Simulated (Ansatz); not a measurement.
Is this Li structure a true minimum?

The cell was found from a structure generator's guess, not taken from experiment.

Theory: Ansatz, DFT PBE, scalar-relativistic, plane waves, PAW. Settings: cutoff 420 eV, Γ-centred mesh 15×15×4 on the computed 6-atom cell, Gaussian smearing of 0.10 eV; no spin polarisation.

The cell below (6 atoms, space group P6_3/mmc (No. 194)) is relaxed within its symmetry.

```cif
data_structure
_symmetry_space_group_name_H-M 'P 1'
_symmetry_Int_Tables_number 1
_cell_length_a 2.9978
_cell_length_b 2.9978
_cell_length_c 15.6578
_cell_angle_alpha 90.000
_cell_angle_beta 90.000
_cell_angle_gamma 120.000
_cell_volume 121.86
loop_
_atom_site_label
_atom_site_type_symbol
_atom_site_fract_x
_atom_site_fract_y
_atom_site_fract_z
_atom_site_occupancy
Li1 Li 0.00000 0.00000 0.50000 1
Li2 Li 0.00000 0.00000 0.00000 1
Li3 Li 0.66667 0.33333 0.33841 1
Li4 Li 0.33333 0.66667 0.66159 1
Li5 Li 0.33333 0.66667 0.83841 1
Li6 Li 0.66667 0.33333 0.16159 1
```

For the test a repeat of it with 12 atoms (edges 3.00, 5.19, 15.66 Å) was strained at random (σ = 1.5 % a component), the atoms were moved at random (σ = 0.05 Å), and all was relaxed again on a coarse 8×4×2 mesh (in the run’s order of axes) with 0.20 eV smearing, with no symmetry imposed.

Q: What happens?

A: It doesn't return. The energy falls by 25 meV/atom on that mesh, the volume changes by -0.4 %, and the end has space group P-1 (No. 2) at a loose tolerance. Relaxed again on a 14×14×4 mesh with 0.10 eV smearing, the new structure lies 26 meV/atom below the first (mesh in the axes of the run's cell; the cell below is made exact in the group named). Space group P6_3/mmc (No. 194), hexagonal, a = 3.071 Å, c = 14.840 Å. Li on a site of symmetry 3m is surrounded by 12 Li at 3.04–3.07 Å; Li on a site of symmetry -6m2 has 12 Li at 3.04–3.07 Å.

Space group P6_3/mmc (No. 194). a = 3.071 Å, b = 3.071 Å, c = 14.840 Å, α = 90.00°, β = 90.00°, γ = 120.00°
| atom | site | symmetry | x | y | z |
| --- | --- | --- | --- | --- | --- |
| Li | 4f | 3m. | 0.6667 | 0.3333 | 0.0833 |
| Li | 2b | -6m2 | 0.0000 | 0.0000 | 0.2500 |
